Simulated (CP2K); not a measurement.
Runs of CP2K 2026.2 on CdO (Monteponite). It takes space group Fm-3m (No. 225, cubic). The conventional cell has a = 4.699 Å, b = 4.699 Å, c = 4.699 Å, α = 90.00°, β = 90.00°, γ = 90.00°. Cd (site symmetry m-3m) has 6 O at 2.35 Å as nearest neighbours. O (site symmetry m-3m) has 6 Cd at 2.35 Å as nearest neighbours. 

```csv
level,cutoff radius of the dispersion sum (A),gap on the mesh (eV),pressure (GPa)
revPBE+D3(BJ),20,none,(b)
revPBE+D4,20,none,3.5
revPBE+D3,20,none,8.4
revPBE,-,none,10.3
revPBE+D3(BJ)+ATM,20,none,(a)
```

Alike in all rows: task single point; potentials or basis POTENTIAL_UZH Cd GTH-PBE-q12, O GTH-PBE-q6; TZVP-MOLOPT-PBE-GTH basis; no spin polarisation; cell as given; k mesh 10 × 10 × 10; smearing fermi-dirac 0.05 eV.

**Question.** Fill in the values left out.

**Answer.** (a) 3.7; (b) 3.4.

Caveats: the potentials were made for another functional, which shifts forces and pressure; the basis of atomic orbitals isn't converged, which shifts pressures, moduli and gaps; pairwise dispersion overbinds metals, which lowers pressure and volume (some runs).

A k mesh can miss the band edges, and the runs leave out spin-orbit coupling on Cd.

A gap of «none» marks a metal or a gap under the smearing width.
